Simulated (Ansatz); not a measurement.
Input of an Ansatz 0.2.0 run:

Contents of input.yaml:

```yaml
crystal:
  lattice:
    - [-1.62691493, 1.62691493, 1.32032985]
    - [1.62691493, -1.62691493, 1.32032985]
    - [1.62691493, 1.62691493, -1.32032985]
  atoms:
    - { symbol: Si, position: [0.0, 0.0, 0.0] }
hamiltonian:
  xc: r2scan
  pseudopotentials: { kind: paw }
kpoints:
  mp_grid: { grid: [13, 13, 13] }
  band_path:
    path:
      - [[0.0, 0.0, 0.0], [0.0, 0.0, 0.5], [-0.5, 0.5, 0.5], [0.0, 0.0, 0.0], [0.4146551061, 0.4146551061, -0.4146551061], [0.25, 0.25, 0.25], [0.0, 0.5, 0.0], [-0.4146551061, 0.5853448939, 0.4146551061], [-0.5, 0.5, 0.5]]
      - [[0.0, 0.0, 0.5], [0.25, 0.25, 0.25]]
    npoints: 14
scf:
  occupations: { method: fermi_dirac, width: 0.05 }
  n_extra_bands: 6
output:
  forces: true
  stress: true
  eigenvalues: true
  fatbands: true
```

Potentials or basis: Ansatz PAW.

The run is started by

```bash
$ ansatz run input.yaml --threads 2 --pin off --max-ram 5632MiB --backend cpu --events-out ev --progress --plain --runs-dir out
```

Question: Estimate the pressure.

Answer: -0.1 GPa.

Question: Estimate the band gap on the k mesh.

Answer: None (metal or under the smearing width).

Levels at the corners of the path, in eV from the Fermi level:
```csv
point,band 1,band 2,band 3,band 4,band 5,band 6,band 7
Γ,-15.64,10.09,10.89,10.89,13.88,15.09,16.12
X,-9.00,-7.92,9.79,12.16,12.51,12.67,18.23
M,-2.62,-2.62,-1.34,1.25,4.53,7.07,26.67
Γ,-15.64,10.09,10.89,10.89,13.88,15.09,16.12
Z,-2.03,-2.03,-1.41,-0.06,1.91,13.22,23.81
P,-4.21,-3.03,-2.63,-2.63,20.58,20.67,20.67
N,-6.93,-6.33,5.15,6.57,7.11,10.07,19.91
Z1,-2.03,-2.03,-1.41,-0.06,1.91,13.22,23.81
M,-2.62,-2.62,-1.34,1.25,4.53,7.07,26.67
X,-9.00,-7.92,9.79,12.16,12.51,12.67,18.23
P,-4.21,-3.03,-2.63,-2.63,20.58,20.67,20.67
```

Caveat: the PAW data sets come from PBE, with cores solved anew for the run's functional, which leaves a small shift of forces and pressure.
